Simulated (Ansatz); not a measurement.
GaN: Seebeck coefficient and carrier response

Computed with Ansatz, DFT PBE, scalar-relativistic, plane waves, PAW. Plane waves to 420 eV; Γ-centred k mesh 10×10×10; Gaussian smearing of 0.02 eV. No spin polarisation.

The cell, relaxed at this level:
```yaml
crystal:
  lattice:
    - [0.00000, 2.27424, 2.27424]
    - [2.27424, 0.00000, 2.27424]
    - [2.27424, 2.27424, 0.00000]
  atoms:
    - { symbol: Ga, position: [0.00000, 0.00000, 0.00000] }
    - { symbol: N, position: [0.75000, 0.75000, 0.75000] }
```

Constant relaxation time and rigid bands. The levels are interpolated over the whole zone and filled by a Fermi function at the stated temperature, with the chemical potential set by the electron count. The Kohn–Sham gap on the mesh is 1.54 eV and isn't corrected.

Q: Give the Seebeck coefficient (μV/K; xx, yy, zz) and the conductivity masses (m_e; principal values, sorted) at 600 K against doping (cm⁻³).

A:
```
doping S              m*
n 1e18  -341 -341 -341  0.17 0.17 0.17
n 1e19  -160 -160 -160  0.18 0.18 0.18
n 1e20     -50 -50 -50  0.23 0.23 0.23
n 1e21     -18 -18 -18  0.45 0.45 0.45
p 1e18     723 723 723  0.99 0.99 0.99
p 1e19     525 525 525  0.99 0.99 0.99
p 1e20     328 328 328  1.00 1.00 1.00
p 1e21     147 147 147  1.01 1.01 1.01
```

Q: At 10¹⁸ cm⁻³, which carrier is lighter?

A: Electrons, 0.17 against 0.99 m_e (harmonic means of the principal values).

This zinc-blende form isn't the usual stable structure of the compound.

Cost: 1 run of about 1.7 core-minutes, on Arm Neoverse V1 (shared hosts).